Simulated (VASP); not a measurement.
These are PBE GGA, VASP's PBE PAW potentials (set 64) (plane waves; VASP 6.6.1) values and carry that method's errors.

A VASP calculation is set up with these files.

**INCAR**
```
! general
SYSTEM =BaF2
PREC   =Accurate
ENCUT  =600   ! plane-wave cut-off (eV)
LREAL  =.FALSE.   ! projection in real space or not
LASPH  =.TRUE.

! electronic loop
EDIFF  =1E-7   ! SCF stop (eV)
NELM   =100   ! most electronic steps
ALGO   =Normal   ! blocked Davidson
LMAXMIX=4

! smearing
ISMEAR =0
SIGMA  =0.05   ! width (eV)

! functional
GGA    =PE   ! PBE

! ions
IBRION =2   ! conjugate gradients
NSW    =30
ISIF   =2   ! forces and stress, cell fixed
EDIFFG =-0.01   ! ionic stop

! output
LWAVE  =.FALSE.
LCHARG =.FALSE.
```

File KPOINTS:
```
Automatic mesh
0
gamma
 8 8 8
```

File POSCAR:
```
BaF2
1
    0.0000000000     3.1100901232     3.1100901232
    3.1100901232     0.0000000000     3.1100901232
    3.1100901232     3.1100901232     0.0000000000
Ba F
1 2
Direct
  1.0000000000   0.0000000000   1.0000000000
  0.2500000000   0.2500000000   0.2500000000
  0.7500000000   0.7500000000   0.7500000000
```

POTCAR, in this order: Ba_sv F (PBE.64 set). Program: vasp_std.

Output

File OSZICAR:
```
       N       E                     dE             d eps       ncg     rms          rms(c)
DAV:   1     0.170872173066E+03    0.17087E+03   -0.14278E+04   928   0.156E+03
DAV:   2    -0.115491522337E+02   -0.18242E+03   -0.17932E+03  1224   0.308E+02
DAV:   3    -0.187614994943E+02   -0.72123E+01   -0.72050E+01  1176   0.701E+01
DAV:   4    -0.188862644596E+02   -0.12476E+00   -0.12475E+00  1232   0.819E+00
DAV:   5    -0.188913691527E+02   -0.51047E-02   -0.51046E-02  1240   0.108E+00    0.858E+00
DAV:   6    -0.170942869930E+02    0.17971E+01   -0.99363E+00   928   0.252E+01    0.432E+00
DAV:   7    -0.170920536134E+02    0.22334E-02   -0.37783E-01  1216   0.566E+00    0.219E+00
DAV:   8    -0.171101889310E+02   -0.18135E-01   -0.60957E-02  1040   0.307E+00    0.295E-01
DAV:   9    -0.171183661743E+02   -0.81772E-02   -0.16468E-02  1128   0.947E-01    0.150E-01
DAV:  10    -0.171209707007E+02   -0.26045E-02   -0.41875E-03   944   0.490E-01    0.468E-02
DAV:  11    -0.171209701237E+02    0.57700E-06   -0.52542E-04  1264   0.181E-01    0.273E-02
DAV:  12    -0.171209791731E+02   -0.90494E-05   -0.11321E-04   928   0.801E-02    0.306E-03
DAV:  13    -0.171209799142E+02   -0.74103E-06   -0.29186E-06  1312   0.127E-02    0.329E-03
DAV:  14    -0.171209801747E+02   -0.26054E-06   -0.73544E-08   776   0.236E-03    0.133E-03
DAV:  15    -0.171209803507E+02   -0.17596E-06   -0.24658E-07   864   0.403E-03    0.667E-04
DAV:  16    -0.171209803405E+02    0.10161E-07   -0.22818E-08   688   0.118E-03
   1 F= -.17120980E+02 E0= -.17120980E+02  d E =-.171210E+02
```

### OUTCAR
```
------------------------ aborting loop because EDIFF is reached ----------------------------------------
  FORCE on cell =-STRESS in cart. coord.  units (eV):
  Direction    XX          YY          ZZ          XY          YZ          ZX
  --------------------------------------------------------------------------------------
  Total        0.6253009      0.6253009      0.6253009      0.0000000     -0.0000000      0.0000000
  in kB       16.6513995     16.6513995     16.6513995      0.0000000     -0.0000000      0.0000000
  external PRESSURE =      16.6513995 kB  Pullay stress =       0.0000000 kB
  volume of cell :       60.17
      direct lattice vectors                 reciprocal lattice vectors
     0.000000000  3.110090123  3.110090123    -0.160767045  0.160767045  0.160767045
     3.110090123  0.000000000  3.110090123     0.160767045 -0.160767045  0.160767045
     3.110090123  3.110090123  0.000000000     0.160767045  0.160767045 -0.160767045
 POSITION                                       TOTAL-FORCE (eV/Angst)
 -----------------------------------------------------------------------------------
      0.00000      0.00000      0.00000         0.000000      0.000000      0.000000
      1.55505      1.55505      1.55505        -0.000000     -0.000000     -0.000000
      4.66514      4.66514      4.66514         0.000000      0.000000      0.000000
 -----------------------------------------------------------------------------------
    total drift:                                0.000000      0.000000      0.000000
  FREE ENERGIE OF THE ION-ELECTRON SYSTEM (eV)
  ---------------------------------------------------
  free  energy   TOTEN  =       -17.1209803405 eV

  energy  without entropy=      -17.1209803405  energy(sigma->0) =      -17.12098034

 reached required accuracy - stopping structural energy minimisation
```
(Selected blocks of OUTCAR.)

The compound is BaF2 in the fluorite structure. This cell was strained or had an atom moved on purpose.
